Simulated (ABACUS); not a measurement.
Crystal: LiF (Griceite).

```
F Li
1.0
     0.00000    2.01400    2.01400
     2.01400    0.00000    2.01400
     2.01400    2.01400    0.00000
F Li
1 1
Direct
  0.50000 0.50000 0.50000
  0.00000 0.00000 0.00000
```

Base run:

```yaml
Program: ABACUS 3.10.1
Functional: TPSS
Potentials_or_basis: SG15 ONCV 1.2 PBE
Cutoff: 1320 eV
Density_cutoff: 5279 eV
Basis: plane waves
k_mesh: 7 × 7 × 7
Occupations: fermi-dirac, width 0.05 eV
Spin: no spin polarisation
```

Its results: band gap on the k mesh 9.38 eV, direct; pressure -1.1 GPa.

Question: The run is repeated on the same cell with these changes: functional from TPSS to SCAN. What comes out?

Answer: Band gap on the k mesh 10.03 eV, direct; pressure -3.9 GPa.

Caveats: the potentials were made for another functional, which shifts forces and pressure; an odd mesh through Γ misses points on the zone boundary, where band edges often lie.

Not every run made on this cell is shown here.
